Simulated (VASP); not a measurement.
**MgS in VASP: how settings move the PBE single point**

Aim: see what changed inputs do to the PBE single point of zincblende MgS, under -4.0 % strain along z alone. This is a trial cell built on a prototype, not taken from a measured structure, and it needn't be the compound's ground state.

Program: VASP 6.6.1. PAW datasets, plane waves. Computed, not measured; no magnetism was allowed, and the structure may never have been made.

## 1. The cell

The cell comes from an earlier relaxation with r2SCAN in another program, then strained, with the atoms relaxed again.

Space group I-4m2 (No. 119), tetragonal; conventional cell a = 4.003 Å, c = 5.435 Å, 21.78 Å³ an atom. Near Mg stand 4 S at 2.42 Å; near S stand 4 Mg at 2.42 Å.

As a file:

```xyz
2
Lattice="0.0000 2.8309 2.7176 2.8309 0.0000 2.7176 2.8309 2.8309 0.0000" Properties=species:S:1:pos:R:3 pbc="T T T"
Mg    0.0000    0.0000    0.0000
S     1.4154    1.4154    1.3588
```

## 2. The reference run

The input, INCAR:

```
ENCUT = 520.000000
SIGMA = 0.020000
EDIFF = 1.00e-07
GGA = PE
PREC = Accurate
IBRION = -1
ISIF = 2
ISMEAR = -1
NBANDS = 11
NELM = 120
NSW = 0
LASPH = .TRUE.
LCHARG = .FALSE.
LWAVE = .FALSE.
LREAL = .FALSE.
```

The input, KPOINTS:

```
KPOINTS created by Atomic Simulation Environment
0
Gamma
8 8 8
0 0 0
```

The input, POSCAR:

```
Mg S
 1.0000000000000000
     0.0000000000000000    2.8308768411999998    2.7176417676000000
     2.8308768411999998    0.0000000000000000    2.7176417676000000
     2.8308768411999998    2.8308768411999998    0.0000000000000000
 Mg  S
   1   1
Cartesian
  0.0000000000000000  0.0000000000000000  0.0000000000000000
  1.4154384205999999  1.4154384205999999  1.3588208838000000
```

A file KPOINTS_OPT adds named points for the levels; it doesn't enter the self-consistent loop.

Potentials: the recommended PBE PAW datasets, 8 valence electrons.

Launch:

```console
$ mpirun -np 1 vasp_std
```

## 3. Variant 1

INCAR, as its differences from that of step 2:

```diff
@@ -9,3 +9,2 @@
 NBANDS = 11
-NELM = 120
 NSW = 0
@@ -15 +14,3 @@
 LREAL = .FALSE.
+NELECT = 9
+NELM = 67
```

KPOINTS is that of step 2.

POSCAR is that of step 2.

## 4. Variant 2

INCAR, as its differences from that of step 2:

```diff
@@ -8,3 +8,2 @@
 ISMEAR = -1
-NBANDS = 11
 NELM = 120
@@ -15 +14,2 @@
 LREAL = .FALSE.
+NBANDS = 28
```

KPOINTS is that of step 2.

POSCAR is that of step 2.

## 5. Variant 3

The input, INCAR:

```
ENCUT = 520.000000
EDIFF = 1.00e-07
GGA = PE
IBRION = -1
ISIF = 2
NBANDS = 11
NSW = 0
LASPH = .TRUE.
LCHARG = .FALSE.
LWAVE = .FALSE.
LREAL = .FALSE.
PREC = Low
ISMEAR = -5
SIGMA = 0.01
NELM = 61
```

KPOINTS is that of step 2.

POSCAR is that of step 2.

**Question.** What will these runs give? Wanted: for each run, changed; ending; energy change; pressure; electronic steps; usable.

As calculated:

| run | changed | ending | energy change (meV/atom) | pressure (GPa) | gap on the mesh (eV; negative: overlap) | electronic steps | time | usable |
| --- | --- | --- | --- | --- | --- | --- | --- | --- |
| ref. | – | converged | 0 | 3.5 | 3.59 | 13 | 31 s | yes |
| 1 | NELECT = 9, NELM = 67 | converged | – | 33.7 | – | 14 | 24 s | no |
| 2 | NBANDS = 28 | converged | 0.0 | 3.5 | 3.59 | 14 | 59 s | yes |
| 3 | PREC = Low, ISMEAR = -5, SIGMA = 0.01, NELM = 61 | converged | 0.3 | 3.5 | 3.59 | 13 | 9.8 s | yes |

**Reading.** Of 3 altered inputs, 1 ended normally on a faulty or unsound input, 2 gave usable results. Among the usable ones with comparable energies, «PREC = Low, ISMEAR = -5, SIGMA = 0.01, NELM = 61» moves the energy most, by 0.3 meV/atom.
